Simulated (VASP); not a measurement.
Set up this calculation in VASP 6.6.1, as the native input.

```
Task                   : work function
Functional             : PBEsol
Dispersion             : D3(BJ)
Potentials or basis    : VASP PAW PBE potentials, release 64 (Sc_sv)
Cutoff                 : 520 eV
k mesh                 : 12 × 12 × 1
Occupations            : methfessel-paxton, width 0.1 eV
Spin                   : no spin polarisation
Dipole correction      : yes
Further INCAR settings : ALGO = Normal; EDIFF = 1e-07
```

The structure of Sc lies in POSCAR:

```
Sc                                      
1.0
    1.6087444800      2.7864272000      0.0000000000
   -3.2174889600      0.0000000000      0.0000000000
    0.0000000000      0.0000000000     25.1082626300
  Sc            
     3
Selective dynamics
Direct
     0.3333330000000032    0.6666669999999968    0.4002666399999981   F   F   F
     0.6666669999999968    0.3333330000000032    0.4981217093760815   T   T   T
     0.3333330000000032    0.6666669999999968    0.5959571681603359   T   T   T
```

The cell was built by a generator and needn't be a form met in nature.

One way to write it, as run:

INCAR

```
ALGO = Normal ; DIPOL = 0.5 0.5 0.500
EDIFF = 1E-7 ; ENCUT = 520
GGA = PS ; IDIPOL = 3
ISIF = 2 ; ISMEAR = 1
IVDW = 12 ; KPAR = 2
LASPH = True ; LCHARG = True
LDIPOL = True ; LREAL = False
LVACPOTAV = True ; LVHAR = True
LWAVE = False ; NELM = 60
PREC = Accurate ; SIGMA = 0.1
```

KPOINTS

```
k-points
0
Gamma
  12 12 1
```

Potentials or basis: VASP PAW PBE potentials, release 64 (Sc_sv).

Command:

```bash
$ cat potpaw_PBE.64/Sc_sv/POTCAR > POTCAR
$ mpirun -np 2 vasp_std > vasp.out
```

Results of the run:

The largest force is 0.015 eV/Å. The band gap on the k mesh is none (metal or under the smearing width) and the dispersion energy per atom is -0.279 eV. The work function of the upper face is 3.52 eV. The work function of the lower face is 3.52 eV.

Caveat: the PAW data sets were made with another functional, which shifts forces and pressure a little.

Run time: 37 s on 2 MPI ranks on Intel(R) Xeon(R) 6975P-C (Granite Rapids), on a shared host, peak memory 0.34 GiB a rank.
